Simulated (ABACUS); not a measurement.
# BaTiO3 (Pm-3m) in ABACUS: notebook, part 2 of 2

ABACUS 3.10.1. Earlier steps stand in the parts before.

### 3 Equation of state, r2SCAN, 12.09 Å³/atom (volume scaled by 0.94)

INPUT

```
INPUT_PARAMETERS
suffix              BaTiO3
calculation         scf
basis_type          pw
pseudo_dir          ./
symmetry            1
dft_functional      MGGA_X_R2SCAN+MGGA_C_R2SCAN
ecutwfc             97
pseudo_rcut         7
nspin               1
nbands              24
ks_solver           dav
smearing_method     fd
smearing_sigma      0.00367493
scf_thr             1e-08
scf_nmax            100
mixing_type         broyden
mixing_beta         0.7
cal_force           1
cal_stress          1
mixing_tau          1
kpar                4
```

STRU

```
ATOMIC_SPECIES
Ba 137.3270 Ba_ONCV_PBE-1.2.upf
Ti 47.8670 Ti_ONCV_PBE-1.2.upf
O 15.9990 O_ONCV_PBE-1.2.upf

LATTICE_CONSTANT
1.8897261246

LATTICE_VECTORS
3.9242219515 0.0000000000 0.0000000000
0.0000000000 3.9242219515 0.0000000000
0.0000000000 0.0000000000 3.9242219515

ATOMIC_POSITIONS
Direct

Ba
0.0
1
0.5000000000 0.5000000000 0.5000000000 1 1 1

Ti
0.0
1
0.0000000000 0.0000000000 0.0000000000 1 1 1

O
0.0
3
0.0000000000 0.0000000000 0.5000000000 1 1 1
0.0000000000 0.5000000000 0.0000000000 1 1 1
0.5000000000 0.0000000000 0.0000000000 1 1 1
```

KPT

```
K_POINTS
0
Gamma
4 4 4 0 0 0
```

Potentials or basis: SG15 ONCV 1.2 PBE, plane waves.

On the command line:

```
$ OMP_NUM_THREADS=1 mpirun -np 4 abacus > log
```

running log:

```text
ABACUS v3.10.1

               Atomic-orbital Based Ab-initio Computation at UStc

 ------------------------------------------------------------------------------------

 READING GENERAL INFORMATION
                           global_out_dir = OUT.BaTiO3/
                           global_in_card = INPUT
                               pseudo_dir = ./
                              orbital_dir =
                                    DSIZE = 4
                                    GSIZE = 1

 READING UNITCELL INFORMATION
                                    ntype = 3
                  lattice constant (Bohr) = 1.88973
              lattice constant (Angstrom) = 1

 READING ATOM TYPE 1
                               atom label = Ba
                      L=0, number of zeta = 1
                      L=1, number of zeta = 1
                      L=2, number of zeta = 1
             number of atom for this type = 1

 READING ATOM TYPE 2
                               atom label = Ti
                      L=0, number of zeta = 1
[... 389 lines left out ...]
     Energy           Rydberg                 eV
----------------------------------------------------------
 E_KohnSham     -263.5292695063      -3585.4996550627
 E_KS(sigma->0) -263.5292695063      -3585.4996550627
 E_Harris       -263.5296845745      -3585.5053023552
 E_band         -10.4106402761       -141.6440275826
 E_one_elec     -65.8630841484       -896.1132322720
 E_Hartree      57.2466723004        778.8809348241
 E_xc           -43.4469810668       -591.1265034069
 E_Ewald        -211.4658765914      -2877.1408542078
 E_entropy(-TS) -0.0000000000        -0.0000000001
 E_descf        0.0000000000         0.0000000000
 E_exx          0.0000000000         0.0000000000
 E_Fermi        0.8983607781         12.2228254425
----------------------------------------------------------

 charge density convergence is achieved
 final etot is -3585.4996551 eV
 EFERMI = 12.222825442 eV

 STATE ENERGY(eV) AND OCCUPATIONS    NSPIN == 1
 1/3 kpoint (Cartesian) = 0.0000 0.0000 0.0000 (6619 pws)
       1       -48.1084      0.0312500
       2       -23.1469      0.0312500
       3       -23.1469      0.0312500
       4       -23.1469      0.0312500
       5       -14.4638      0.0312500
       6       -7.25815      0.0312500
[... 68 lines left out ...]
      23        15.2169    9.24930e-28
      24        15.8026    7.55422e-33

------------------------------------------------------------------------------------------
 TOTAL-FORCE (eV/Angstrom)
------------------------------------------------------------------------------------------
                       Ba1         0.0000000000         0.0000000000         0.0000000000
                       Ti1         0.0000000000         0.0000000000         0.0000000000
                        O1         0.0000000000         0.0000000000         0.0000000000
                        O2         0.0000000000         0.0000000000         0.0000000000
                        O3         0.0000000000         0.0000000000         0.0000000000
------------------------------------------------------------------------------------------

----------------------------------------------------------------
 TOTAL-STRESS (KBAR)
----------------------------------------------------------------
       101.4955280695         0.0000000000        -0.0000000000
         0.0000000000       101.4955280695        -0.0000000000
        -0.0000000000        -0.0000000000       101.4955280695
----------------------------------------------------------------
 TOTAL-PRESSURE: 101.495528 KBAR

 --------------------------------------------
 !FINAL_ETOT_IS -3585.4996550627315628 eV
 --------------------------------------------
```

It took 49 s on 4 MPI ranks of Intel Xeon Platinum 8375C at 2.90GHz (Ice Lake), shared host; peak memory 0.64 GiB.

Results:

```yaml
Free_energy: -3585.4997 eV
Pressure: 10.1 GPa
Band_gap_on_the_k_mesh: 2.41 eV, indirect (least direct gap 2.47 eV)
```

Caveat: the potentials were made for another functional, which shifts forces and pressure; spin-orbit coupling is left out, which moves the levels of the heavy elements.

### 4 Equation of state, r2SCAN, 12.60 Å³/atom (volume scaled by 0.98)

INPUT is that of step 3.

STRU, as its differences from that of step 3:

```diff
@@ -9,5 +9,5 @@
 LATTICE_VECTORS
-3.9242219515 0.0000000000 0.0000000000
-0.0000000000 3.9242219515 0.0000000000
-0.0000000000 0.0000000000 3.9242219515
+3.9791132838 0.0000000000 0.0000000000
+0.0000000000 3.9791132838 0.0000000000
+0.0000000000 0.0000000000 3.9791132838
```

KPT is that of step 3.

On the command line:

```
$ OMP_NUM_THREADS=1 mpirun -np 4 abacus > log
```

Wall time 35 s (4 MPI ranks of Intel Xeon Platinum 8375C at 2.90GHz (Ice Lake), shared host); peak memory 0.64 GiB.

It converged, with:

```
Free energy            : -3585.5910 eV
Pressure               : 1.5 GPa
Band gap on the k mesh : 2.30 eV, indirect (least direct gap 2.42 eV)
```

Caveat: the potentials were made for another functional, which shifts forces and pressure; spin-orbit coupling is left out, which moves the levels of the heavy elements.

### 5 Equation of state, r2SCAN, 13.11 Å³/atom (volume scaled by 1.02)

INPUT is that of step 4.

STRU, as its differences from that of step 4:

```diff
@@ -9,5 +9,5 @@
 LATTICE_VECTORS
-3.9791132838 0.0000000000 0.0000000000
-0.0000000000 3.9791132838 0.0000000000
-0.0000000000 0.0000000000 3.9791132838
+4.0325305745 0.0000000000 0.0000000000
+0.0000000000 4.0325305745 0.0000000000
+0.0000000000 0.0000000000 4.0325305745
```

KPT is that of step 4.

On the command line:

```
$ OMP_NUM_THREADS=1 mpirun -np 4 abacus > log
```

Wall time 40 s (4 MPI ranks of Intel Xeon Platinum 8375C at 2.90GHz (Ice Lake), shared host); peak memory 0.64 GiB.

It converged, with:

```
Free energy            : -3585.5569 eV
Pressure               : -5.5 GPa
Band gap on the k mesh : 2.20 eV, indirect (least direct gap 2.36 eV)
```

Caveat: the potentials were made for another functional, which shifts forces and pressure; spin-orbit coupling is left out, which moves the levels of the heavy elements.

### 6 Equation of state, r2SCAN, 13.63 Å³/atom (volume scaled by 1.06)

INPUT is that of step 5.

STRU, as its differences from that of step 5:

```diff
@@ -9,5 +9,5 @@
 LATTICE_VECTORS
-4.0325305745 0.0000000000 0.0000000000
-0.0000000000 4.0325305745 0.0000000000
-0.0000000000 0.0000000000 4.0325305745
+4.0845689666 0.0000000000 0.0000000000
+0.0000000000 4.0845689666 0.0000000000
+0.0000000000 0.0000000000 4.0845689666
```

KPT is that of step 5.

Potentials or basis: SG15 ONCV 1.2 PBE, plane waves.

On the command line:

```
$ OMP_NUM_THREADS=1 mpirun -np 4 abacus > log
```

It took 60 s on 4 MPI ranks of Intel Xeon Platinum 8375C at 2.90GHz (Ice Lake), shared host; peak memory 0.68 GiB.

Results (log left out):

- Free energy: -3585.4366 eV
- Pressure: -11.1 GPa
- Band gap on the k mesh: 2.10 eV, indirect (least direct gap 2.30 eV)

Caveat: the potentials were made for another functional, which shifts forces and pressure; spin-orbit coupling is left out, which moves the levels of the heavy elements.

### 7 Equation of state, r2SCAN

Potentials or basis: SG15 ONCV 1.2 PBE, plane waves.

No new run: the results of the series are fitted here.

Results:

| Property | Result |
| --- | --- |
| Equilibrium volume | 12.69 Å³/atom (rough: see the caveat) |
| Bulk modulus | 179 GPa (rough) |

Energy against volume, from the lowest point:
```tsv
volume (Å³/atom)	energy (meV/atom)
12.086	18.27
12.601	0.00
13.115	6.81
13.629	30.89
```

Caveat: the k mesh is coarse (spacing up to 0.39 Å⁻¹), so the values aren't converged; the fit is doubtful: noisy points or a state that changes with volume; the potentials were made for another functional, which shifts forces and pressure. Spin-orbit coupling is left out, which matters for the levels of Ba.
